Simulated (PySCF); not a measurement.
From one molecule to another.

First species: C4H6O.
InChI=1S/C4H6O/c1-3-4(2)5/h3H,1H2,2H3

Second species: CHF2CN, C₂HF₂N.
Cartesian coordinates in Å at the GFN2-xTB level; atoms count from 1:
```
atom  x, y, z in Å
N1     2.153   -0.019   -0.018
C2     1.014    0.006   -0.011
C3    -0.452    0.054   -0.001
F4    -0.959   -0.588   -1.075
F5    -0.943   -0.551    1.101
H6    -0.810    1.100   -0.016
```

Levels: wB97X-D/def2-SVPD for dipole moment, HOMO energy, LUMO energy, HOMO–LUMO gap, static isotropic polarisability and electronic spatial extent ⟨r²⟩ about the centre of nuclear charge; TDDFT wB97X-D/def2-SVPD for lowest singlet excitation; TDA wB97X-D/def2-SVPD for lowest triplet excitation (Tamm–Dancoff); GFN2-xTB for rotational constant A and rotational constant C. Geometries: GFN2-xTB. Each structure is a single optimised conformer of the isolated species, non-relativistic unless stated. Electronic properties by PySCF.

The conformers computed, where there is a choice (atom-mapped SMILES and torsion angles):
- `[CH2:1]=[CH:2][C:3]([CH3:4])=[O:5]`: C1–C2–C3–C4 0°

```csv
property,column X,column Y
dipole moment,3.47 D,2.43 D
HOMO energy,-9.37 eV,-12.82 eV
LUMO energy,0.04 eV,1.03 eV
HOMO–LUMO gap,9.41 eV,13.85 eV
lowest singlet excitation,3.86 eV,7.62 eV
lowest triplet excitation (Tamm–Dancoff),3.36 eV,6.36 eV
static isotropic polarisability,52.4 au,30.2 au
electronic spatial extent ⟨r²⟩ about the centre of nuclear charge,431 bohr²,361 bohr²
rotational constant A,9.088 GHz,10.085 GHz
rotational constant C,2.979 GHz,3.101 GHz
```

Problem. Which column belongs to which species?

Solution. Column X is the first species and column Y the second. The first has 11 atoms and 38 electrons, the second 6 and 38.

Problem. How does each property change from the first species to the second?

Solution. dipole moment -1.04 D; HOMO energy -3.45 eV; LUMO energy +0.99 eV; HOMO–LUMO gap +4.44 eV; lowest singlet excitation +3.76 eV; lowest triplet excitation (Tamm–Dancoff) +3.00 eV; static isotropic polarisability -22.2 au; electronic spatial extent ⟨r²⟩ about the centre of nuclear charge -70 bohr²; rotational constant A +0.997 GHz; rotational constant C +0.122 GHz.

On the first: S1 lies 5.55 eV below the HOMO–LUMO gap; its leading configuration is HOMO→LUMO, weight 0.94. The principal polarisabilities are 37.0, 51.2 and 69.1 au; their mean is the isotropic value.

On the second: The vertical singlet–triplet gap S1 − T1 is 1.26 eV (TDDFT singlet less Tamm–Dancoff triplet; S1: HOMO→LUMO, weight 0.77; T1: HOMO−1→LUMO, weight 0.58). No computed singlet falls in the visible range (750 to 380 nm, 1.65 to 3.26 eV); S1 lies 4.36 eV above its blue end.
